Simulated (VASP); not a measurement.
# La (P6_3/mmc) in VASP: a series of runs

One crystal, La, is run at these levels: PBE; tasks: single point.

All numbers are computed with VASP 6.6.1; they aren't measurements. Logs are shortened: lines on timing, memory, paths and dates and some standing lists are left out, and cuts for length are marked.

## Step 1: Starting point

The structure is hexagonal, space group P6_3/mmc (No. 194). The conventional cell has a = 3.771 Å, b = 3.771 Å, c = 6.110 Å, α = 90.00°, β = 90.00°, γ = 120.00°. La (site symmetry -6m2) is surrounded by 12 La at 3.75 to 3.77 Å.

This isn't the form of La at room conditions, which is double hcp.

## Step 2: Single point, PBE

Contents of INCAR:

```
PREC = Accurate
ENCUT = 520
EDIFF = 1E-6
ISMEAR = 0
SIGMA = 0.1
LREAL = False
LASPH = True
NELM = 100
ALGO = Fast
ISIF = 2
LWAVE = False
LCHARG = False
GGA = PE
NBANDS = 18
```

Contents of KPOINTS:

```
Automatic mesh
0
Gamma
  15 15 8
```

Contents of POSCAR:

```
La
1.0
    3.7712918038      0.0000000000      0.0000000000
   -1.8856459019      3.2660345072      0.0000000000
    0.0000000000      0.0000000000      6.1098724239
La
2
Direct
    0.3333333333      0.6666666667      0.2500000000
    0.6666666667      0.3333333333      0.7500000000
```

Potentials or basis: VASP PAW PBE potentials, release 64 (La).

Launch:

```
$ cat potpaw_PBE.64/La/POTCAR > POTCAR
$ mpirun -np 1 vasp_std > vasp.out
```

OUTCAR:

```text
PREC = Accurate
   ENCUT = 520
   EDIFF = 1E-6
   ISMEAR = 0
   LREAL = False
   LASPH = True
   NELM = 100
   ISIF = 2
   GGA = PE

 ion  position               nearest neighbor table
   1  0.333  0.667  0.250-
   2  0.667  0.333  0.750-

  LATTYP: Found a hexagonal cell.
 ALAT       =     3.7712918038
 C/A-ratio  =     1.6201006821

  Lattice vectors:

 A1 = (   3.7712918038,   0.0000000000,   0.0000000000)
 A2 = (  -1.8856459019,   3.2660345072,   0.0000000000)
 A3 = (   0.0000000000,   0.0000000000,   6.1098724239)

Analysis of symmetry for initial positions (statically):
=====================================================================
 Subroutine PRICEL returns:
 Original cell was already a primitive cell.

 Routine SETGRP: Setting up the symmetry group for a
 hexagonal supercell.

 Subroutine GETGRP returns: Found 24 space group operations
 (whereof 12 operations were pure point group operations)
 out of a pool of 24 trial point group operations.

The static configuration has the point symmetry D_3d.
 The point group associated with its full space group is D_6h.

Analysis of symmetry for dynamics (positions and initial velocities):
=====================================================================
 Subroutine PRICEL returns:
 Original cell was already a primitive cell.

 Routine SETGRP: Setting up the symmetry group for a
 hexagonal supercell.

 Subroutine GETGRP returns: Found 24 space group operations
 (whereof 12 operations were pure point group operations)
 out of a pool of 24 trial point group operations.

The dynamic configuration has the point symmetry D_3d.
 The point group associated with its full space group is D_6h.

 Subroutine INISYM returns: Found 24 space group operations
 (whereof 12 operations are pure point group operations),
 and found     1 'primitive' translations

----------------------------------------------------------------------------------------

                                     Primitive cell

  volume of cell :      75.2563

  direct lattice vectors                    reciprocal lattice vectors
     3.771291804  0.000000000  0.000000000     0.265161131  0.153090850  0.000000000
    -1.885645902  3.266034507  0.000000000     0.000000000  0.306181701  0.000000000
     0.000000000  0.000000000  6.109872424     0.000000000  0.000000000  0.163669539

  length of vectors
     3.771291804  3.771291804  6.109872424     0.306181701  0.306181701  0.163669539

  position of ions in fractional coordinates (direct lattice)
     0.333333333  0.666666667  0.250000000
     0.666666667  0.333333333  0.750000000

  ion indices of the primitive-cell ions
   primitive index   ion index
                 1           1
                 2           2

----------------------------------------------------------------------------------------

 KPOINTS: Automatic mesh

Automatic generation of k-mesh.
 Grid dimensions read from file:
 generate k-points for:   15   15    8

 Generating k-lattice:

  Cartesian coordinates                     Fractional coordinates (reciprocal lattice)
     0.017677409  0.010206057  0.000000000     0.066666667  0.000000000  0.000000000
     0.000000000  0.020412113  0.000000000     0.000000000  0.066666667  0.000000000
     0.000000000  0.000000000  0.020458692     0.000000000  0.000000000  0.125000000

  Length of vectors
     0.020412113  0.020412113  0.020458692

  Shift w.r.t. Gamma in fractional coordinates (k-lattice)
     0.000000000  0.000000000  0.000000000

 Subroutine IBZKPT returns following result:
 ===========================================

 Found    135 irreducible k-points:

 Following reciprocal coordinates:
            Coordinates               Weight
  0.000000  0.000000  0.000000      1.000000
  0.066667 -0.000000  0.000000      6.000000
  0.133333  0.000000  0.000000      6.000000
  0.200000  0.000000  0.000000      6.000000
  0.266667  0.000000  0.000000      6.000000
  0.333333 -0.000000  0.000000      6.000000
[... 16 lines left out ...]
  0.333333  0.200000  0.000000     12.000000
  0.400000  0.200000  0.000000      6.000000
 [... further k-points ...]
   k-points           NKPTS =    135   k-points in BZ     NKDIM =    135   number of bands    NBANDS=     18
   number of dos      NEDOS =    301   number of ions     NIONS =      2
   total plane-waves  NPLWV =  37632
   dimension x,y,z NGX =    28 NGY =   28 NGZ =   48
   dimension x,y,z NGXF=    56 NGYF=   56 NGZF=   96
   ions per type =               2
   NGX,Y,Z   is equivalent  to a cutoff of  12.34, 12.34, 13.06 a.u.
   NGXF,Y,Z  is equivalent  to a cutoff of  24.69, 24.69, 26.12 a.u.
 SYSTEM =  unknown system
   PREC   = accura    normal or accurate (medium, high low for compatibility)
   ISTART =      0    job   : 0-new  1-cont  2-samecut
   ICHARG =      2    charge: 1-file 2-atom 10-const
   ISPIN  =      1    spin polarized calculation?
   LNONCOLLINEAR =      F non collinear calculations
   LSORBIT =      F    spin-orbit coupling
   LASPH  =      T    aspherical Exc in radial PAW
   ENCUT  =  520.0 eV  38.22 Ry    6.18 a.u.   7.01  7.01 11.36*2*pi/ulx,y,z
   NELM   =    100;   NELMIN=  2; NELMDL= -5     # of ELM steps
   EDIFF  = 0.1E-05   stopping-criterion for ELM
   LREAL  =      F    real-space projection
   EDIFFG = 0.1E-04   stopping-criterion for IOM
   NSW    =      0    number of steps for IOM
   IBRION =     -1    ionic relax: 0-MD 1-quasi-New 2-CG
   NFREE  =      0    steps in history (QN), initial steepest desc. (CG)
   ISIF   =      2    stress and relaxation
   ISYM   =      2    0-nonsym 1-usesym 2-fastsym
   POTIM  = 0.5000    time-step for ionic-motion
   TEBEG  =    0.0;   TEEND  =   0.0 temperature during run
   PSTRESS=    0.0 pullay stress
   NELECT =      22.0000    total number of electrons
   NUPDOWN=      -1.0000    fix difference up-down
   EMIN   =  10.00;   EMAX   =-10.00  energy-range for DOS
   EFERMI =   0.00;   METHOD = LEGACY
   ISMEAR =     0;   SIGMA  =   0.10  broadening in eV -4-tet -1-fermi 0-gaus
   EFERMI_NEDOS =   21; number of points for ismear=-14 and -15
   IALGO  =     68    algorithm
   IMIX   =      4    mixing-type and parameters
     AMIX     =   0.40;   BMIX     =  1.00
     AMIX_MAG =   1.60;   BMIX_MAG =  1.00
  volume/ion in A,a.u.               =      37.63       253.93
  Fermi-wavevector in a.u.,A,eV,Ry     =   1.086512  2.053211 16.061804  1.180509
  Thomas-Fermi vector in A             =   2.222651
   LORBIT       =      0    0 simple, 1 ext, 2 COOP (PROOUT), +10 PAW based schemes
   GGA     = PE    functional components
   LHFCALC =     F    Hartree Fock is set to
   AEXX    =    0.0000 exact exchange contribution
   IVDW    =     0    specifies the selected vdW correction
   LEPSILON=     F    determine dielectric tensor
   LRPA    =     F    only Hartree local field effects (RPA)
 non-spin polarized calculation
 RMM-DIIS sequential band-by-band and
 Gauss-broadening in eV      SIGMA  =   0.10
  energy-cutoff  :      520.00
  volume of cell :       75.26
 maximum number of plane-waves:      2052
 NGX is ok and might be reduce to    28
   NGX = 13   NGY = 13   NGZ = 23

 number of electron      21.9999998 magnetization

 Free energy of the ion-electron system (eV)
  ---------------------------------------------------
  ext. energy  EPLUGINS =         0.00000000
  ---------------------------------------------------
  free energy    TOTEN  =        -9.72153971 eV

  energy without entropy =       -9.70113765  energy(sigma->0) =       -9.71133868

 E-fermi :   7.7170     XC(G=0):  -9.5084

 val. band max:        7.7130172798   @ k =   0.1333   0.0667   0.5000
 cond. band min:       7.7400823405   @ k =   0.4000   0.1333   0.2500
 fundamental gap:      0.0270650607
 Fermi energy:         7.7170177682

 k-point     1 :       0.0000    0.0000    0.0000
  band No.  band energies     occupation
      1     -25.1478      2.00000
      2     -24.9567      2.00000
      3      -9.4964      2.00000
      4      -8.3557      2.00000
      5      -8.3557      2.00000
      6      -8.1790      2.00000
[... 10 lines left out ...]
     17       9.4208      0.00000
     18       9.4959      0.00000

 k-point     2 :       0.0667   -0.0000    0.0000
  band No.  band energies     occupation
      1     -25.1410      2.00000
      2     -24.9534      2.00000
      3      -9.4784      2.00000
      4      -8.4027      2.00000
      5      -8.3704      2.00000
      6      -8.2275      2.00000
[... 10 lines left out ...]
     17       9.4906      0.00000
     18       9.5427      0.00000

 k-point     3 :       0.1333    0.0000    0.0000
  band No.  band energies     occupation
      1     -25.1213      2.00000
      2     -24.9443      2.00000
      3      -9.4257      2.00000
      4      -8.5343      2.00000
      5      -8.4108      2.00000
      6      -8.3607      2.00000
[... 10 lines left out ...]
     17       9.4533      0.00000
     18       9.6187      0.00000

 k-point     4 :       0.2000    0.0000    0.0000
  band No.  band energies     occupation
      1     -25.0915      2.00000
      2     -24.9315      2.00000
      3      -9.3426      2.00000
      4      -8.7246      2.00000
      5      -8.5472      2.00000
      6      -8.4673      2.00000
[... 10 lines left out ...]
     17       9.5210      0.00000
     18       9.6803      0.00000

 k-point     5 :       0.2667    0.0000    0.0000
  band No.  band energies     occupation
      1     -25.0556      2.00000
      2     -24.9181      2.00000
      3      -9.2362      2.00000
      4      -8.9376      2.00000
      5      -8.7492      2.00000
      6      -8.5291      2.00000
[... 10 lines left out ...]
     17       9.5363      0.00000
     18       9.5463      0.00000

 k-point     6 :       0.3333   -0.0000    0.0000
  band No.  band energies     occupation
      1     -25.0186      2.00000
      2     -24.9075      2.00000
      3      -9.1356      2.00000
      4      -9.1173      2.00000
      5      -8.9325      2.00000
      6      -8.5859      2.00000
[... 10 lines left out ...]
     17       9.5442      0.00000
     18       9.6268      0.00000

 k-point     7 :       0.4000    0.0000    0.0000
  band No.  band energies     occupation
      1     -24.9867      2.00000
      2     -24.9020      2.00000
      3      -9.2863      2.00000
      4      -9.0702      2.00000
      5      -9.0028      2.00000
      6      -8.6290      2.00000
[... 10 lines left out ...]
     17       9.5270      0.00000
     18       9.6116      0.00000

 k-point     8 :       0.4667    0.0000    0.0000
  band No.  band energies     occupation
      1     -24.9668      2.00000
      2     -24.9013      2.00000
      3      -9.3674      2.00000
      4      -9.1438      2.00000
      5      -8.9230      2.00000
      6      -8.6521      2.00000
[... 10 lines left out ...]
     17       9.5794      0.00000
     18       9.6399      0.00000
[... 229 lines left out ...]
     17       9.5786      0.00000
     18       9.6421      0.00000

 k-point    20 :       0.4000    0.1333    0.0000
  band No.  band energies     occupation
      1     -24.9567      2.00000
      2     -24.9016      2.00000
      3      -9.3193      2.00000
      4      -9.1022      2.00000
      5      -8.8818      2.00000
      6      -8.7501      2.00000
[... 10 lines left out ...]
     17       9.5658      0.00000
     18       9.6057      0.00000

 k-point    21 :       0.2000    0.2000    0.0000
  band No.  band energies     occupation
      1     -25.0094      2.00000
      2     -24.9052      2.00000
      3      -9.0868      2.00000
      4      -9.0320      2.00000
      5      -9.0011      2.00000
      6      -8.6203      2.00000
[... 10 lines left out ...]
     17       9.6249      0.00000
     18       9.6445      0.00000

 k-point    22 :       0.2667    0.2000    0.0000
  band No.  band energies     occupation
      1     -24.9784      2.00000
      2     -24.9009      2.00000
      3      -9.1578      2.00000
      4      -9.0503      2.00000
      5      -8.9736      2.00000
      6      -8.7218      2.00000
[... 10 lines left out ...]
     17       9.6069      0.00000
     18       9.6759      0.00000

 k-point    23 :       0.3333    0.2000    0.0000
  band No.  band energies     occupation
      1     -24.9536      2.00000
      2     -24.9016      2.00000
      3      -9.2429      2.00000
      4      -9.0608      2.00000
      5      -8.8699      2.00000
      6      -8.8147      2.00000
[... 10 lines left out ...]
     17       9.5428      0.00000
     18       9.7048      0.00000

 k-point    24 :       0.4000    0.2000    0.0000
  band No.  band energies     occupation
      1     -24.9429      2.00000
      2     -24.9038      2.00000
      3      -9.2724      2.00000
      4      -9.0569      2.00000
      5      -8.8558      2.00000
      6      -8.8193      2.00000
[... 10 lines left out ...]
     17       9.4985      0.00000
     18       9.6078      0.00000

 [... further k-points ...]

------------------------ aborting loop because EDIFF is reached ----------------------------------------

  FORCE on cell =-STRESS in cart. coord.  units (eV):
  Direction    XX          YY          ZZ          XY          YZ          ZX
  --------------------------------------------------------------------------------------
  -------------------------------------------------------------------------------------
  Total        0.0366821      0.0366821      0.0275377      0.0000000      0.0000000      0.0000000
  in kB        0.7809471      0.7809471      0.5862658      0.0000000      0.0000000      0.0000000
  external PRESSURE =       0.7160533 kB  Pullay stress =       0.0000000 kB

 VOLUME and BASIS-vectors are now :
 -----------------------------------------------------------------------------
  energy-cutoff  :      520.00
  volume of cell :       75.26
      direct lattice vectors                 reciprocal lattice vectors
     3.771291804  0.000000000  0.000000000     0.265161131  0.153090850  0.000000000
    -1.885645902  3.266034507  0.000000000     0.000000000  0.306181701  0.000000000
     0.000000000  0.000000000  6.109872424     0.000000000  0.000000000  0.163669539

 POSITION                                       TOTAL-FORCE (eV/Angst)
 -----------------------------------------------------------------------------------
     -0.00000      2.17736      1.52747        -0.000000      0.000000      0.000000
      1.88565      1.08868      4.58240         0.000000     -0.000000      0.000000
 -----------------------------------------------------------------------------------
    total drift:                               -0.000000      0.000000     -0.000000

  FREE ENERGIE OF THE ION-ELECTRON SYSTEM (eV)
  ---------------------------------------------------
  free  energy   TOTEN  =        -9.7215397101 eV

  energy  without entropy=       -9.7011376495  energy(sigma->0) =       -9.71133868
```

Wall time 7.2 min (1 thread of Intel Xeon Platinum 8375C at 2.90GHz (Ice Lake), shared host); peak memory 0.33 GiB.

What came out:

```yaml
Free_energy: -9.7215 eV
Pressure: 0.1 GPa
Band_gap_on_the_k_mesh: none (metal or under the smearing width)
```

Spin-orbit coupling is left out, which matters for the levels of La.

## Step 3: Single point, PBE

Contents of INCAR:

```
SYSTEM = La
PREC = Accurate
ENCUT = 520
EDIFF = 1E-7
ISMEAR = 0
SIGMA = 0.1
LREAL = .FALSE.
LASPH = .TRUE.
NELM = 100
ALGO = Fast
ISIF = 2
LWAVE = .FALSE.
LCHARG = .FALSE.
GGA = PE
NBANDS = 18
```

Contents of KPOINTS:

```
Automatic mesh
0
G
  15 15 8
  0 0 0
```

POSCAR is that of step 2.

Potentials or basis: VASP PAW PBE potentials, release 64 (La).

Launch:

```
$ cat potpaw_PBE.64/La/POTCAR > POTCAR
$ mpirun -np 1 vasp_std > vasp.out
```

It took 12 min on 1 thread of Intel Xeon Platinum 8375C at 2.90GHz (Ice Lake), shared host; peak memory 0.34 GiB.

Results (log left out):

```yaml
Free_energy: -9.7215 eV
Pressure: 0.1 GPa
Band_gap_on_the_k_mesh: none (metal or under the smearing width)
```

Levels at points of the mesh, in eV from the Fermi level:
```csv
k point,band 8,band 9,band 10,band 11,band 12,band 13,band 14,band 15
"(0.00, 0.00, 0.00)",-15.86,-3.16,-1.72,1.11,1.34,1.34,1.55,1.63
"(0.00, 0.00, 0.50)",-15.99,-1.86,-1.86,0.60,0.60,1.39,1.39,1.47
```

Spin-orbit coupling is left out, which matters for the levels of La.
